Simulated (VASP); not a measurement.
Input of a VASP 6.6.1 run:

Contents of INCAR:

```
PREC = Accurate
ENCUT = 520
EDIFF = 1E-6
ISMEAR = 0
SIGMA = 0.1
LREAL = False
LASPH = True
NELM = 100
ALGO = Fast
ISIF = 2
LWAVE = False
LCHARG = False
LDIPOL = True
IDIPOL = 3
DIPOL = 0.5 0.5 0.500
GGA = PE
NBANDS = 26
```

KPOINTS

```
regular mesh
0
Gamma
  12 12 1
```

File POSCAR:

```
In
1.0
    3.3901944521      0.0000000000      0.0000000000
   -1.6950972261      2.9319305269      0.0000000000
    0.0000000000      0.0000000000     20.5323234863
In
3
Direct
    0.3343739378      0.6687478756      0.3675763694
    0.6685161115      0.3370322230      0.4999999973
    0.0026582527      0.0053165055      0.6324236333
```

Potentials or basis: VASP PAW PBE potentials, release 64 (In_d).

Run with:

```console
$ cat potpaw_PBE.64/In_d/POTCAR > POTCAR
$ mpirun -np 1 vasp_std > vasp.out
```

Problem. Predict the largest force.

Solution. 0.011 eV/Å.

Problem. What does it give for the band gap on the k mesh?

Solution. None (metal or under the smearing width).

Forces on the atoms (eV/Å):
```
In   0.000  0.000 -0.011
In   0.000  0.000  0.000
In   0.000  0.000  0.011
```
